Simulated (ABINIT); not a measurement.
# Au (Cmcm) in ABINIT: phonons with PBE

Aim: the phonons of Au with PBE.

Everything below comes from runs of ABINIT 10.8.3 (patched build). Logs are shortened: lines on timing, memory, paths and dates and some standing lists are left out, and cuts for length are marked. The log counts tension as positive stress, the text compression.

## Step 1: Starting point

Symmetry: Cmcm, No. 63, orthorhombic system. Conventional cell: a = 2.823 Å, b = 5.112 Å, c = 4.893 Å, α = 90.00°, β = 90.00°, γ = 90.00°. Around Au (site symmetry m2m) lie 12 Au at 2.82 to 2.97 Å.

This isn't the form of Au at room conditions, which is fcc.

## Step 2: Phonons, PBE

The input, run.abi:

```
# Datasets
ndtset 2

# Pseudopotentials
pp_dirpath "./"
pseudos "Au.GGA_PBE-JTH.xml"

# Structure
acell 3*1.0
rprim
     2.6669893108    -4.8300134101     0.0000000000
     2.6669893108     4.8300134101     0.0000000000
     0.0000000000     0.0000000000     9.2467504442
ntypat 1
znucl 79
natom 2
typat 1 1
chkprim 0
chksymtnons 0
tolsym 1.0e-6
xred
   0.3346720300   0.6653279700            1/4
   0.6653279700   0.3346720300            3/4

# Plane-wave basis
ecut 15.0
pawecutdg 30.0
pawxcdev 0

# k points
ngkpt 12 12 8
nshiftk 1
shiftk 0.0 0.0 0.0

# Exchange and correlation
ixc 11

# Bands and occupations
nband 19
occopt 4
tsmear 0.00367493

# SCF cycle
nstep 80

# Output
prteig 0
prtebands 0
prtwf 0
prtden 0
prtpot 0

# Dataset 1: ground state
kptopt1 1
tolvrs1 1.0e-11
prtwf1 1
tolwfr1 1.0e-14
nbdbuf1 4
nline1 6

# Dataset 2: response at q = 0 to atomic displacements
rfphon2 1
rfatpol2 1 2
rfdir2 1 1 1
getwfk2 1
kptopt2 2
nqpt2 1
qpt2 0.0 0.0 0.0
tolvrs2 1.0e-8
```

The input, mrgddb.in:

```
merged_DDB
Au
2
runo_DS1_DDB
runo_DS2_DDB
```

The input, anaddb.abi:

```
ddb_filepath "merged_DDB"
output_file "anaddb.abo"
outdata_prefix "ana"
asr 1
chneut 0
dipdip 0
dieflag 0
enunit 0
eivec 1
nph1l 1
qph1l 0.0 0.0 0.0 1.0
```

Potentials or basis: JTH PAW PBE v2.0.

Launch:

```sh
$ mpirun --bind-to none -np 4 abinit run.abi > log 2>&1
$ mrgddb < mrgddb.in > mrgddb.log 2>&1
$ anaddb anaddb.abi > anaddb.log 2>&1
```

run.abo:

```text
.Version 10.8.3 of ABINIT
 DATASET    1 : space group Cm c m (# 63); Bravais oC (1-face-center ortho.)
================================================================================
 Values of the parameters that define the memory need for DATASET  1.
     intxc =       0    ionmov =       0      iscf =      17    lmnmax =      18
     lnmax =       6     mgfft =      36  mpssoang =       3    mqgrid =    3001
     natom =       2  nloc_mem =       2    nspden =       1   nspinor =       1
    nsppol =       1      nsym =       8    n1xccc =       1    ntypat =       1
    occopt =       4   xclevel =       2
       mpw =         682          nfft =       14400          nkpt =         215
Pmy_natom=         1
 PAW method is used; the additional fine FFT grid is defined by:
   mgfftf=        48    nfftf =     43200
================================================================================
================================================================================

 DATASET    2 : space group Cm c m (# 63); Bravais oC (1-face-center ortho.)
================================================================================
 Values of the parameters that define the memory need for DATASET  2 (RF).
     intxc =       0      iscf =       7    lmnmax =      18     lnmax =       6
     mgfft =      36  mpssoang =       3    mqgrid =    3001     natom =       2
  nloc_mem =       2    nspden =       1   nspinor =       1    nsppol =       1
      nsym =       8    n1xccc =       1    ntypat =       1    occopt =       4
   xclevel =       2
      nfft =       14400          nkpt =         580
Pmy_natom=         1
================================================================================
================================================================================

--------------------------------------------------------------------------------
------------- Echo of variables that govern the present computation ------------
--------------------------------------------------------------------------------
 -outvars: echo values of preprocessed input variables --------
            acell      1.0000000000E+00  1.0000000000E+00  1.0000000000E+00 Bohr
              amu      1.96966540E+02
          chkprim           0
      chksymtnons           0
             ecut      1.50000000E+01 Hartree
           getwfk1          0
           getwfk2          1
             iscf1         17
             iscf2          7
                       outvar_i_n : Printing only first  50 k-points.
              ixc          11
           jdtset        1    2
                       outvar_i_n : Printing only first  50 k-points.
           kptopt1          1
           kptopt2          2
         kptrlatt       12    0    0      0   12    0      0    0    8
          kptrlen      6.40077435E+01
            natom           2
            nband1         19
            nband2         19
           nbdbuf1          4
           nbdbuf2          2
           ndtset           2
            ngfft          20      20      36
          ngfftdg          30      30      48
             nkpt1        215
             nkpt2        580
            nline1          6
            nline2          4
             nqpt1          0
             nqpt2          1
            nstep          80
             nsym           8
           ntypat           1
                       prtocc : prtvol=0, do not print more k-points.
                       prtocc : prtvol=0, do not print more k-points.
           occopt           4
        optdriver1          0
        optdriver2          1
        pawecutdg      3.00000000E+01 Hartree
         pawxcdev           0
           prtden           0
        prtebands           0
           prteig           0
            prtwf1          1
            prtwf2          0
           rfphon1          0
           rfphon2          1
            rprim      2.6669893108E+00 -4.8300134101E+00  0.0000000000E+00
                       2.6669893108E+00  4.8300134101E+00  0.0000000000E+00
                       0.0000000000E+00  0.0000000000E+00  9.2467504442E+00
          spgroup          63
           tolsym      1.00000000E-06
           tolvrs1     1.00000000E-11
           tolvrs2     1.00000000E-08
[... 288 lines left out ...]
 Found     2 symmetries that leave the perturbation invariant.
 symkpt : the number of k-points, thanks to the symmetries,
 is reduced to   370 .

--------------------------------------------------------------------------------

--------------------------------------------------------------------------------

 dfpt_looppert : total number of electrons, from k and k+q
  fully or partially occupied states are    2.200000E+01 and    2.200000E+01.
 Initialisation of the first-order wave-functions :
  ireadwf=   0

--- !BeginCycle
iteration_state: {dtset: 2, }
solver: {iscf: 7, nstep: 80, nline: 4, wfoptalg: 10, }
tolerances: {tolvrs: 1.00E-08, }
...

     iter   2DEtotal(Ha)        deltaE(Ha) residm    vres2
-ETOT  1   75.792883127700     -5.771E+02 3.108E+00 2.151E+05
 ETOT  2   9.3736166976731     -6.642E+01 3.946E-01 2.227E+04
 ETOT  3  0.34871285182771     -9.025E+00 2.575E-01 1.093E+02
 ETOT  4  0.28820760937526     -6.051E-02 3.787E-02 6.300E+01
 ETOT  5  0.26441245335025     -2.380E-02 2.261E-02 5.954E+00
 ETOT  6  0.26221448062279     -2.198E-03 1.322E-02 2.603E-01
 ETOT  7  0.26196729633318     -2.472E-04 9.504E-03 4.235E-01
 ETOT  8  0.26187301011635     -9.429E-05 6.510E-03 7.368E-03
 ETOT  9  0.26187205947190     -9.506E-07 4.651E-03 2.404E-03
 ETOT 10  0.26186799467666     -4.065E-06 3.234E-03 3.079E-04
 ETOT 11  0.26186744514689     -5.495E-07 2.287E-03 5.251E-05
 ETOT 12  0.26186741664571     -2.850E-08 1.611E-03 3.655E-05
 ETOT 13  0.26186738264869     -3.400E-08 1.128E-03 2.587E-06
 ETOT 14  0.26186737642297     -6.226E-09 8.030E-04 2.969E-07
 ETOT 15  0.26186737625301     -1.700E-10 5.573E-04 1.830E-07
 ETOT 16  0.26186737596970     -2.833E-10 4.002E-04 3.202E-09

 At SCF step   16       vres2   =  3.20E-09 < tolvrs=  1.00E-08 =>converged.
================================================================================

 ----iterations are completed or convergence reached----

 Mean square residual over all n,k,spin=   71.501E-09; max=  40.021E-05

 2DEtotal=    0.2618673760E+00 Ha. Also 2DEtotal=    0.712577431273E+01 eV
    (2DErelax=   -6.5262372386E+02 Ha. 2DEnonrelax=    6.5288559124E+02 Ha)
    (  non-var. 2DEtotal :    2.6210849518E-01 Ha)

--------------------------------------------------------------------------------
 Perturbation wavevector (in red.coord.)   0.000000  0.000000  0.000000
 Perturbation : displacement of atom   1   along direction   3
 Found     2 symmetries that leave the perturbation invariant.
 symkpt : the number of k-points, thanks to the symmetries,
 is reduced to   320 .

--------------------------------------------------------------------------------

--------------------------------------------------------------------------------

 dfpt_looppert : total number of electrons, from k and k+q
  fully or partially occupied states are    2.200000E+01 and    2.200000E+01.
 Initialisation of the first-order wave-functions :
  ireadwf=   0

--- !BeginCycle
iteration_state: {dtset: 2, }
solver: {iscf: 7, nstep: 80, nline: 4, wfoptalg: 10, }
tolerances: {tolvrs: 1.00E-08, }
...

     iter   2DEtotal(Ha)        deltaE(Ha) residm    vres2
-ETOT  1   4173.0401331019      2.190E+03 8.214E+01 2.595E+07
 ETOT  2   232.91174133785     -3.940E+03 1.526E+01 1.391E+06
 ETOT  3   7.4825854824946     -2.254E+02 1.842E+01 3.283E+03
 ETOT  4   6.3774081441663     -1.105E+00 8.685E-01 1.171E+03
 ETOT  5   6.1895966998734     -1.878E-01 3.084E-01 1.277E+02
 ETOT  6   6.1662793471799     -2.332E-02 3.904E-02 1.578E+00
 ETOT  7   6.1658252285954     -4.541E-04 2.336E-02 4.442E-02
 ETOT  8   6.1658070148358     -1.821E-05 5.611E-03 1.284E-03
 ETOT  9   6.1658057239226     -1.291E-06 2.337E-03 4.264E-04
 ETOT 10   6.1658055331097     -1.908E-07 9.510E-04 1.730E-05
 ETOT 11   6.1658055165078     -1.660E-08 2.973E-04 1.764E-05
 ETOT 12   6.1658055092387     -7.269E-09 1.671E-04 7.527E-07
 ETOT 13   6.1658055087435     -4.952E-10 5.330E-05 7.462E-08
 ETOT 14   6.1658055085557     -1.878E-10 2.959E-05 1.070E-08
 ETOT 15   6.1658055085466     -9.095E-12 9.582E-06 2.470E-09

 At SCF step   15       vres2   =  2.47E-09 < tolvrs=  1.00E-08 =>converged.
================================================================================

 ----iterations are completed or convergence reached----

 Mean square residual over all n,k,spin=   87.544E-10; max=  95.820E-07

 2DEtotal=    0.6165805509E+01 Ha. Also 2DEtotal=    0.167780115211E+03 eV
    (2DErelax=   -1.9765000366E+03 Ha. 2DEnonrelax=    1.9826658421E+03 Ha)
    (  non-var. 2DEtotal :    6.1661651284E+00 Ha)

================================================================================

 ---- first-order wavefunction calculations are completed ----

 ==> Compute Derivative Database <==

  Dynamical matrix, in cartesian coordinates,
   if specified in the inputs, asr has been imposed
     j1       j2             matrix element
  dir pert dir pert     real part    imaginary part

   1    1   1    1         0.0048722986         0.0000000000
   1    1   1    2        -0.0048722986        -0.0000000000

   2    1   2    1         0.0067861011         0.0000000000
   2    1   2    2        -0.0067861011        -0.0000000000
[... 10 lines left out ...]
   3    2   3    1        -0.0721750091        -0.0000000000
   3    2   3    2         0.0721750091         0.0000000000

  Phonon wavevector (reduced coordinates) :  0.00000  0.00000  0.00000
 Phonon energies in Hartree :
   0.000000E+00  0.000000E+00  0.000000E+00  1.647425E-04  1.944236E-04
   6.340626E-04
 Phonon frequencies in cm-1    :
   0.000000E+00  0.000000E+00  0.000000E+00  3.615680E+01  4.267104E+01
   1.391607E+02

== END DATASET(S) ==============================================================
================================================================================

 -outvars: echo values of variables after computation  --------
            acell      1.0000000000E+00  1.0000000000E+00  1.0000000000E+00 Bohr
           etotal1    -6.8310094238E+01
           etotal2     6.1658055085E+00
            fcart1    -2.8980371724E-20 -3.6993459465E-04  0.0000000000E+00
                       2.8980371724E-20  3.6993459465E-04  0.0000000000E+00
            fcart2     0.0000000000E+00  0.0000000000E+00  0.0000000000E+00
                       0.0000000000E+00  0.0000000000E+00  0.0000000000E+00
            rprim      2.6669893108E+00 -4.8300134101E+00  0.0000000000E+00
                       2.6669893108E+00  4.8300134101E+00  0.0000000000E+00
                       0.0000000000E+00  0.0000000000E+00  9.2467504442E+00
           strten1    -1.4926588979E-04 -1.4886113218E-04 -7.4672185687E-05
                       0.0000000000E+00  0.0000000000E+00  0.0000000000E+00
           strten2     0.0000000000E+00  0.0000000000E+00  0.0000000000E+00
                       0.0000000000E+00  0.0000000000E+00  0.0000000000E+00
           xangst      1.4113099640E+00  8.4513443638E-01  1.2232924017E+00
                       1.4113099640E+00 -8.4513443638E-01  3.6698772050E+00
             xred      3.3467203000E-01  6.6532797000E-01  2.5000000000E-01
                       6.6532797000E-01  3.3467203000E-01  7.5000000000E-01
 Calculation completed.
```

Run time: 8.8 min. Hardware: 4 MPI ranks of Intel Xeon at 2.50GHz (Skylake/Cascade Lake), shared host; peak memory 1 GiB.

Results:

```yaml
Free_energy: -1858.8124 eV
Largest_force: 0.019 eV/Å
Band_gap_on_the_k_mesh: none (metal or under the smearing width)
Highest_phonon_frequency_at_Γ: 139 cm⁻¹
```

Forces on the atoms (eV/Å):
```
Au   0.000 -0.019  0.000
Au   0.000  0.019  0.000
```

Phonon frequencies in cm⁻¹ (negative: imaginary):
```
              q point      frequencies
(0.000, 0.000, 0.000)  0 0 0 36 43 139
```

 The run has no spin-orbit coupling, so splittings on Au are missing.
